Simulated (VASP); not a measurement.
# BaS (Fm-3m) in VASP: electric field gradients with PBE

Aim: the electric field gradients of BaS with PBE.

Program: VASP 6.6.1. These are calculated values, not measurements. Logs are shortened: lines on timing, memory, paths and dates and some standing lists are left out, and cuts for length are marked.

## Step 1: The cell of the first run

Symmetry: Fm-3m, No. 225, cubic system. Conventional cell: a = 6.279 Å, b = 6.279 Å, c = 6.279 Å, α = 90.00°, β = 90.00°, γ = 90.00°. Ba (site symmetry m-3m) is surrounded by 6 S at 3.14 Å. Around S (site symmetry m-3m) lie 6 Ba at 3.14 Å.

## Step 2: Electric field gradients, PBE (volume scaled by 0.95)

Contents of INCAR:

```
SYSTEM = BaS
PREC = Accurate
ENCUT = 520
EDIFF = 1E-8
ISMEAR = -1
SIGMA = 0.02
LREAL = .FALSE.
LASPH = .TRUE.
NELM = 80
ALGO = Fast
ISIF = 2
LWAVE = .FALSE.
LCHARG = .FALSE.
GGA = PE
LEFG = .TRUE.
NBANDS = 15
```

Contents of KPOINTS:

```
regular mesh
0
G
  8 8 8
  0 0 0
```

Contents of POSCAR:

```
BaS
1.0
    0.0000000000      3.1396081846      3.1396081846
    3.1396081846      0.0000000000      3.1396081846
    3.1396081846      3.1396081846      0.0000000000
Ba S
1 1
Direct
    0.0000000000      0.0000000000      0.0000000000
    0.5000000000      0.5000000000      0.5000000000
```

Potentials or basis: VASP PAW PBE potentials, release 64 (Ba_sv, S).

Run with:

```bash
cat potpaw_PBE.64/Ba_sv/POTCAR potpaw_PBE.64/S/POTCAR > POTCAR
mpirun -np 1 vasp_std > vasp.out
```

OUTCAR:

```text
SYSTEM = BaS
   PREC = Accurate
   ENCUT = 520
   EDIFF = 1E-8
   ISMEAR = -1
   LREAL = .FALSE.
   LASPH = .TRUE.
   NELM = 80
   ISIF = 2
   GGA = PE

 ion  position               nearest neighbor table
   1  0.000  0.000  0.000-   2 3.14   2 3.14   2 3.14   2 3.14   2 3.14   2 3.14
   2  0.500  0.500  0.500-   1 3.14   1 3.14   1 3.14   1 3.14   1 3.14   1 3.14

  LATTYP: Found a face centered cubic cell.
 ALAT       =     6.2792163692

  Lattice vectors:

 A1 = (   0.0000000000,   3.1396081846,   3.1396081846)
 A2 = (   3.1396081846,   0.0000000000,   3.1396081846)
 A3 = (   3.1396081846,   3.1396081846,   0.0000000000)

Analysis of symmetry for initial positions (statically):
=====================================================================
 Subroutine PRICEL returns:
 Original cell was already a primitive cell.

 Routine SETGRP: Setting up the symmetry group for a
 face centered cubic supercell.

 Subroutine GETGRP returns: Found 48 space group operations
 (whereof 48 operations were pure point group operations)
 out of a pool of 48 trial point group operations.

The static configuration has the point symmetry O_h .

Analysis of symmetry for dynamics (positions and initial velocities):
=====================================================================
 Subroutine PRICEL returns:
 Original cell was already a primitive cell.

 Routine SETGRP: Setting up the symmetry group for a
 face centered cubic supercell.

 Subroutine GETGRP returns: Found 48 space group operations
 (whereof 48 operations were pure point group operations)
 out of a pool of 48 trial point group operations.

The dynamic configuration has the point symmetry O_h .

 Subroutine INISYM returns: Found 48 space group operations
 (whereof 48 operations are pure point group operations),
 and found     1 'primitive' translations

----------------------------------------------------------------------------------------

                                     Primitive cell

  volume of cell :      61.8951

  direct lattice vectors                    reciprocal lattice vectors
     0.000000000  3.139608185  3.139608185    -0.159255541  0.159255541  0.159255541
     3.139608185  0.000000000  3.139608185     0.159255541 -0.159255541  0.159255541
     3.139608185  3.139608185  0.000000000     0.159255541  0.159255541 -0.159255541

  length of vectors
     4.440076475  4.440076475  4.440076475     0.275838688  0.275838688  0.275838688

  position of ions in fractional coordinates (direct lattice)
     0.000000000  0.000000000  0.000000000
     0.500000000  0.500000000  0.500000000

  ion indices of the primitive-cell ions
   primitive index   ion index
                 1           1
                 2           2

----------------------------------------------------------------------------------------

 KPOINTS: regular mesh

Automatic generation of k-mesh.
 Grid dimensions read from file:
 generate k-points for:    8    8    8

 Generating k-lattice:

  Cartesian coordinates                     Fractional coordinates (reciprocal lattice)
    -0.019906943  0.019906943  0.019906943     0.125000000  0.000000000  0.000000000
     0.019906943 -0.019906943  0.019906943     0.000000000  0.125000000  0.000000000
     0.019906943  0.019906943 -0.019906943     0.000000000  0.000000000  0.125000000

  Length of vectors
     0.034479836  0.034479836  0.034479836

  Shift w.r.t. Gamma in fractional coordinates (k-lattice)
     0.000000000  0.000000000  0.000000000

 Subroutine IBZKPT returns following result:
 ===========================================

 Found     29 irreducible k-points:

 Following reciprocal coordinates:
            Coordinates               Weight
  0.000000  0.000000  0.000000      1.000000
  0.125000  0.000000  0.000000      8.000000
  0.250000  0.000000  0.000000      8.000000
  0.375000  0.000000  0.000000      8.000000
  0.500000  0.000000  0.000000      4.000000
  0.125000  0.125000  0.000000      6.000000
[... 16 lines left out ...]
  0.500000  0.250000  0.125000     48.000000
 -0.375000  0.250000  0.125000     24.000000
 [... further k-points ...]
   k-points           NKPTS =     29   k-points in BZ     NKDIM =     29   number of bands    NBANDS=     15
   number of dos      NEDOS =    301   number of ions     NIONS =      2
   total plane-waves  NPLWV =  46656
   dimension x,y,z NGX =    36 NGY =   36 NGZ =   36
   dimension x,y,z NGXF=    72 NGYF=   72 NGZF=   72
   ions per type =               1   1
   NGX,Y,Z   is equivalent  to a cutoff of  13.48, 13.48, 13.48 a.u.
   NGXF,Y,Z  is equivalent  to a cutoff of  26.96, 26.96, 26.96 a.u.
 SYSTEM =  BaS
   PREC   = accura    normal or accurate (medium, high low for compatibility)
   ISTART =      0    job   : 0-new  1-cont  2-samecut
   ICHARG =      2    charge: 1-file 2-atom 10-const
   ISPIN  =      1    spin polarized calculation?
   LNONCOLLINEAR =      F non collinear calculations
   LSORBIT =      F    spin-orbit coupling
   LASPH  =      T    aspherical Exc in radial PAW
   ENCUT  =  520.0 eV  38.22 Ry    6.18 a.u.   8.26  8.26  8.26*2*pi/ulx,y,z
   NELM   =     80;   NELMIN=  2; NELMDL= -5     # of ELM steps
   EDIFF  = 0.1E-07   stopping-criterion for ELM
   LREAL  =      F    real-space projection
   EDIFFG = 0.1E-06   stopping-criterion for IOM
   NSW    =      0    number of steps for IOM
   IBRION =     -1    ionic relax: 0-MD 1-quasi-New 2-CG
   NFREE  =      0    steps in history (QN), initial steepest desc. (CG)
   ISIF   =      2    stress and relaxation
   ISYM   =      2    0-nonsym 1-usesym 2-fastsym
   POTIM  = 0.5000    time-step for ionic-motion
   TEBEG  =    0.0;   TEEND  =   0.0 temperature during run
   PSTRESS=    0.0 pullay stress
   NELECT =      16.0000    total number of electrons
   NUPDOWN=      -1.0000    fix difference up-down
   EMIN   =  10.00;   EMAX   =-10.00  energy-range for DOS
   EFERMI =   0.00;   METHOD = LEGACY
   ISMEAR =    -1;   SIGMA  =   0.02  broadening in eV -4-tet -1-fermi 0-gaus
   EFERMI_NEDOS =   21; number of points for ismear=-14 and -15
   IALGO  =     68    algorithm
   IMIX   =      4    mixing-type and parameters
     AMIX     =   0.40;   BMIX     =  1.00
     AMIX_MAG =   1.60;   BMIX_MAG =  1.00
  volume/ion in A,a.u.               =      30.95       208.84
  Fermi-wavevector in a.u.,A,eV,Ry     =   1.042868  1.970735 14.797340  1.087574
  Thomas-Fermi vector in A             =   2.177552
   LORBIT       =      0    0 simple, 1 ext, 2 COOP (PROOUT), +10 PAW based schemes
   GGA     = PE    functional components
   LHFCALC =     F    Hartree Fock is set to
   AEXX    =    0.0000 exact exchange contribution
   IVDW    =     0    specifies the selected vdW correction
   LEPSILON=     F    determine dielectric tensor
   LRPA    =     F    only Hartree local field effects (RPA)
 non-spin polarized calculation
 RMM-DIIS sequential band-by-band and
  energy-cutoff  :      520.00
  volume of cell :       61.90
 maximum number of plane-waves:      1700
 NGX is ok and might be reduce to    36

 number of electron      15.9999998 magnetization

 Free energy of the ion-electron system (eV)
  ---------------------------------------------------
  ext. energy  EPLUGINS =         0.00000000
  ---------------------------------------------------
  free energy    TOTEN  =       -10.12870344 eV

  energy without entropy =      -10.12870344  energy(sigma->0) =      -10.12870344

 E-fermi :   2.1983     XC(G=0):  -8.8413

 val. band max:        1.7296458720   @ k =   0.0000   0.0000   0.0000
 cond. band min:       3.7415789939   @ k =   0.5000   0.5000   0.0000
 fundamental gap:      2.0119331220
 Fermi energy:         2.1983460206

 k-point     1 :       0.0000    0.0000    0.0000
  band No.  band energies     occupation
      1     -24.1885      2.00000
      2      -9.2364      2.00000
      3      -9.2364      2.00000
      4      -9.2364      2.00000
      5      -8.7120      2.00000
      6       1.7296      2.00000
      7       1.7296      2.00000
      8       1.7296      2.00000
      9       5.5871      0.00000
     10       5.5980      0.00000
     11       5.5980      0.00000
     12       5.5980      0.00000
     13       6.5790      0.00000
     14       6.5790      0.00000
     15      10.5485      0.00000

 k-point     2 :       0.1250    0.0000    0.0000
  band No.  band energies     occupation
      1     -24.1801      2.00000
      2      -9.6538      2.00000
      3      -9.2430      2.00000
      4      -9.2430      2.00000
      5      -8.2814      2.00000
      6       1.3003      2.00000
      7       1.4957      2.00000
      8       1.4957      2.00000
      9       5.6215      0.00000
     10       5.8459      0.00000
     11       5.8459      0.00000
     12       6.1937      0.00000
     13       7.0734      0.00000
     14       7.0734      0.00000
     15      11.2096      0.00000

 k-point     3 :       0.2500    0.0000    0.0000
  band No.  band energies     occupation
      1     -24.1596      2.00000
      2     -10.1561      2.00000
      3      -9.2585      2.00000
      4      -9.2585      2.00000
      5      -7.7447      2.00000
      6       0.5189      2.00000
      7       1.0388      2.00000
      8       1.0388      2.00000
      9       5.8713      0.00000
     10       6.5399      0.00000
     11       6.5399      0.00000
     12       7.4239      0.00000
     13       8.3039      0.00000
     14       8.3039      0.00000
     15      12.5945      0.00000
[... 343 lines left out ...]
 k-point    23 :       0.5000    0.2500    0.1250
  band No.  band energies     occupation
      1     -24.1285      2.00000
      2     -10.3234      2.00000
      3      -9.4597      2.00000
      4      -9.3331      2.00000
      5      -7.6244      2.00000
      6       0.1982      2.00000
      7       0.7384      2.00000
      8       1.1777      2.00000
      9       5.6199      0.00000
     10       7.5295      0.00000
     11       8.0474      0.00000
     12       8.2511      0.00000
     13       9.4734      0.00000
     14      10.7957      0.00000
     15      11.5310      0.00000

 k-point    24 :      -0.3750    0.2500    0.1250
  band No.  band energies     occupation
      1     -24.1217      2.00000
      2     -10.3797      2.00000
      3      -9.4710      2.00000
      4      -9.3629      2.00000
      5      -7.5807      2.00000
      6       0.1668      2.00000
      7       0.8082      2.00000
      8       0.9114      2.00000
      9       6.4951      0.00000
     10       6.6901      0.00000
     11       8.6028      0.00000
     12       8.9135      0.00000
     13       9.8695      0.00000
     14      10.7864      0.00000
     15      11.5873      0.00000

 [... further k-points ...]
[... 5 lines left out ...]
  --------------------------------------------------------------------------------------
  -------------------------------------------------------------------------------------
  Total        1.6080501      1.6080501      1.6080501      0.0000000     -0.0000000      0.0000000
  in kB       41.6249575     41.6249575     41.6249575      0.0000000     -0.0000000      0.0000000
  external PRESSURE =      41.6249575 kB  Pullay stress =       0.0000000 kB

 VOLUME and BASIS-vectors are now :
 -----------------------------------------------------------------------------
  energy-cutoff  :      520.00
  volume of cell :       61.90
      direct lattice vectors                 reciprocal lattice vectors
     0.000000000  3.139608185  3.139608185    -0.159255541  0.159255541  0.159255541
     3.139608185  0.000000000  3.139608185     0.159255541 -0.159255541  0.159255541
     3.139608185  3.139608185  0.000000000     0.159255541  0.159255541 -0.159255541

 POSITION                                       TOTAL-FORCE (eV/Angst)
 -----------------------------------------------------------------------------------
      0.00000      0.00000      0.00000        -0.000000      0.000000      0.000000
      3.13961      3.13961      3.13961         0.000000     -0.000000     -0.000000
 -----------------------------------------------------------------------------------
    total drift:                                0.000000      0.000000      0.000000

  FREE ENERGIE OF THE ION-ELECTRON SYSTEM (eV)
  ---------------------------------------------------
  free  energy   TOTEN  =       -10.1287034357 eV

  energy  without entropy=      -10.1287034357  energy(sigma->0) =      -10.12870344

 Electric field gradients (V/A^2)
---------------------------------------------------------------------
 ion       V_xx      V_yy      V_zz      V_xy      V_xz      V_yz
---------------------------------------------------------------------
   1       0.000     0.000    -0.000     0.000     0.000     0.000
   2      -0.000     0.000    -0.000     0.000     0.000     0.000
---------------------------------------------------------------------

 Electric field gradients after diagonalization (V/A^2)
 (convention: |V_zz| > |V_xx| > |V_yy|)
----------------------------------------------------------------------
 ion       V_xx      V_yy      V_zz     asymmetry (V_yy - V_xx)/ V_zz
----------------------------------------------------------------------
   1      -0.000    -0.000     0.000       0.000
   2      -0.000    -0.000     0.001       0.000
----------------------------------------------------------------------

           NMR quadrupolar parameters

 Cq : quadrupolar parameter    Cq=e*Q*V_zz/h
 eta: asymmetry parameters     (V_yy - V_xx)/ V_zz
 Q  : nuclear electric quadrupole moment in mb (millibarn)
----------------------------------------------------------------------
 ion       Cq(MHz)       eta       Q (mb)
----------------------------------------------------------------------
   1       0.000       0.000       1.000
   2       0.000       0.000       1.000
----------------------------------------------------------------------
```

Run time: 32 s. Hardware: 1 thread of AMD EPYC 9R45 (Zen 5), shared host; peak memory 0.18 GiB.

What came out:

```
Free energy            : -10.1287 eV
Pressure               : 4.2 GPa
Band gap on the k mesh : 2.01 eV, indirect (least direct gap 2.12 eV)
```

Electric field gradients, principal values (V/Å²):
| atom | Vxx | Vyy | Vzz |
| --- | --- | --- | --- |
| 1 Ba | 0.000 | 0.000 | 0.000 |
| 2 S | 0.000 | 0.000 | 0.001 |

Caveat: spin-orbit coupling is left out, which moves the levels of the heavy elements. A k mesh can miss the band edges.
